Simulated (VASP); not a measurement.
A run of VASP 6.6.1 is set up as follows.

INCAR

```
PREC = Accurate
ENCUT = 600
EDIFF = 1E-7
ISMEAR = 0
SIGMA = 0.02
LREAL = False
LASPH = True
NELM = 60
ALGO = Normal
ISIF = 3
LWAVE = False
LCHARG = False
GGA = PE
IVDW = 12
IBRION = 2
NSW = 90
EDIFFG = -0.005
```

File KPOINTS:

```
Automatic mesh
0
Gamma
  6 6 6
```

Contents of POSCAR:

```
KCl
1.0
    0.0000000000      3.1341000000      3.1341000000
    3.1341000000      0.0000000000      3.1341000000
    3.1341000000      3.1341000000      0.0000000000
K Cl
1 1
Direct
    0.0000000000      0.0000000000      0.0000000000
    0.5000000000      0.5000000000      0.5000000000
```

Potentials or basis: VASP PAW PBE potentials, release 64 (K_sv, Cl).

The run is started by

```console
$ cat potpaw_PBE.64/K_sv/POTCAR potpaw_PBE.64/Cl/POTCAR > POTCAR
$ mpirun -np 1 vasp_std > vasp.out
```

(1) Estimate the dispersion energy per atom.

(2) What does it give for the relaxed cell?

## Answers

(1) -0.196 eV.

(2) a = 4.434 Å, b = 4.434 Å, c = 4.434 Å, α = 60.00°, β = 60.00°, γ = 60.00°.
